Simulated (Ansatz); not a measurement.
A run of Ansatz 0.2.0:

input.yaml

```yaml
crystal:
  lattice:
    - [3.113, 0.0, 0.0]
    - [-1.5565, 2.695937082, 0.0]
    - [0.0, 0.0, 4.981]
  atoms:
    - { symbol: Al, position: [0.6666666667, 0.3333333333, 0.5] }
    - { symbol: Al, position: [0.3333333333, 0.6666666667, 0.0] }
    - { symbol: "N", position: [0.6666666667, 0.3333333333, 0.88] }
    - { symbol: "N", position: [0.3333333333, 0.6666666667, 0.38] }
hamiltonian:
  xc: pbe
  pseudopotentials: { kind: paw }
kpoints:
  mp_grid: { grid: [10, 10, 6] }
scf:
  occupations: { method: fermi_dirac, width: 0.05 }
basis:
  ecutwfc: "600 eV"
output:
  forces: true
  stress: true
  eigenvalues: true
  write_density: true
  write_potential: true
  elf: true
  volumetric_format: npy
```

Potentials or basis: Ansatz PAW.

Run with:

```console
$ ansatz run input.yaml --threads 2 --pin off --max-ram 5120MiB --backend cpu --events-out ev --progress --plain --runs-dir out
```

Hardware: 2 threads of Arm Neoverse V2 (shared host).

Question: Estimate the wall time of this run.

Answer: Run time: 2.4 s on 2 threads of Arm Neoverse V2 (shared host), peak memory 0.35 GiB. Counts: scf iterations 6, plane waves 1387, k points 56, bands 12.
